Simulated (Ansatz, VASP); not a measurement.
**AlRu in VASP and in Ansatz**

```
Al Ru
1.0
     2.99160    0.00000    0.00000
     0.00000    2.99160    0.00000
     0.00000    0.00000    2.99160
Al Ru
1 1
Direct
  0.00000 0.00000 0.00000
  0.50000 0.50000 0.50000
```

Alike in both runs: task single point; functional PBE; k mesh 6 × 6 × 6; occupations gaussian, width 0.05 eV; no spin polarisation.

|  | VASP | Ansatz |
| --- | --- | --- |
| version | VASP 6.6.1 | Ansatz 0.2.0 |
| potentials or method | VASP PAW PBE potentials, release 64 (Al, Ru_pv) | plane waves, PAW |
| plane-wave cutoff (eV) | 520 | 420 |
| valence electrons in the cell | 17 | 19 |

VASP gave:

* gap on the k mesh at the Fermi level (eV): none
* pressure (GPa): 2.4

Task: Estimate Ansatz's values.

Result: gap on the k mesh at the Fermi level (eV): none; pressure (GPa): 2.5.

A gap of «none» marks a metal or a gap that the smearing closes. The two sets of potentials don't hold the same shells in valence.
